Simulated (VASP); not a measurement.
Here is a VASP 6.6.1 calculation.

INCAR

```
SYSTEM = BN
ALGO = Normal ; EDIFF = 1E-7
ENCUT = 520 ; GGA = PE
ISIF = 2 ; ISMEAR = -1
LASPH = .TRUE. ; LCHARG = .FALSE.
LREAL = .FALSE. ; LWAVE = .FALSE.
NBANDS = 11 ; NELM = 100
PREC = Accurate ; SIGMA = 0.05
```

Contents of KPOINTS:

```
k-points
0
G
  13 13 13
  0 0 0
```

The input POSCAR:

```
BN
1.0
    0.0000000000      1.8130010000      1.8130010000
    1.8130010000      0.0000000000      1.8130010000
    1.8130010000      1.8130010000      0.0000000000
N B
1 1
Direct
    0.2676830000      0.2606740000      0.2287350000
   -0.0206290000      0.0216810000      0.0016490000
```

Potentials or basis: VASP PAW PBE potentials, release 64 (N, B).

Launch:

```sh
$ cat potpaw_PBE.64/N/POTCAR potpaw_PBE.64/B/POTCAR > POTCAR
$ mpirun -np 1 vasp_std > vasp.out
```

Problem. What does it give for the pressure?

Solution. 2.0 GPa.

Problem. Predict the largest force.

Solution. 2.282 eV/Å.

Problem. What does it give for the band gap on the k mesh?

Solution. 3.89 eV, indirect (least direct gap 7.79 eV).

Forces on the atoms (eV/Å):
```
N    1.583 -0.954 -1.337
B   -1.583  0.954  1.337
```

Caveat: an odd mesh through Γ misses points on the zone boundary, where band edges often lie.
